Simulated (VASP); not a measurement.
Runs of VASP 6.6.1 on AlN. Symmetry: P6_3mc, No. 186, hexagonal system. Conventional cell: a = 3.097 Å, b = 3.097 Å, c = 5.032 Å, α = 90.00°, β = 90.00°, γ = 120.00°. Al (site symmetry 3m) has 4 N at 1.89 to 1.90 Å as nearest neighbours. N (site symmetry 3m) is surrounded by 4 Al at 1.89 to 1.90 Å. The cell was built by a generator and needn't be a form met in nature.

```csv
task,level,potentials or basis,cell,cutoff (eV),gap on the mesh (eV),pressure (GPa),largest force (eV/Å)
relaxation of cell and atoms,PBEsol,"VASP PAW PBE potentials, release 64 (Al, N)",relaxed,600,4.12,-0.1,0.01
band structure,PBEsol,"VASP PAW PBE potentials, release 64 (Al, N)",as given,520,4.12,0.1,-
band structure,TB-mBJ,"VASP PAW PBE potentials, release 64 (Al, N)",as given,520,(b),-,-
band structure,r2SCAN,"VASP PAW PBE potentials, release 64 (Al, N)",as given,520,4.87,-1.4,0.01
band structure,LDA,"VASP PAW LDA potentials, release 64 (Al, N)",as given,520,(a),-4.2,0.01
```

Alike in all rows: no spin polarisation; k mesh 12 × 12 × 5; smearing gaussian 0.03 eV.

Problem. Fill in the values left out.

Solution. (a) 4.22; (b) 5.35.

Caveats: the PAW data sets were made with another functional, which shifts forces and pressure a little (some runs); an odd mesh through Γ misses points on the zone boundary, where band edges often lie (some runs).
